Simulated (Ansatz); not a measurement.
**HgTe: zone-centre modes under pressure**

HgTe, F-43m, a = 6.653 Å. Ansatz: PBE, PAW, 420 eV, Γ-centred 12×12×12 mesh on 2 atoms, Fermi-Dirac smearing 0.15 eV; no spin polarisation. Cell and atoms are relaxed at each pressure with the symmetry kept; optical modes at Γ by linear response, in cm⁻¹, the highest.

```
P (GPa) V (Å³/atom)     ω1
      0       36.809   96.3
      3       34.214  114.3
      8       31.459  136.4
     15       28.997      ?
```

Problem. Get the mode's Grüneisen parameter γ = −d ln ω/d ln V from the other rows and predict the missing frequency.

Solution. ln(V/V0) = 0.0000, -0.0731, -0.1571, -0.2386; a line through ln(ω/ω0) of the 3 known rows gives ω1: γ = 2.213 (intercept 0.0033), predicted 163.8, computed 159.7. The miss is 2.6 %: γ isn't constant over this range. In a metal these frequencies hang on the mesh and smearing.

Spin–orbit coupling is left out, which can shift energies with elements as heavy as these.

The bands only touch here, so at this level the crystal is a zero-gap semiconductor or semimetal, not an ordinary metal; spin–orbit coupling, left out, can open or move such a gap.

Cost: 4 runs of about 3.4 core-minutes in all, on Intel Xeon Platinum 8488C (Sapphire Rapids) (shared hosts).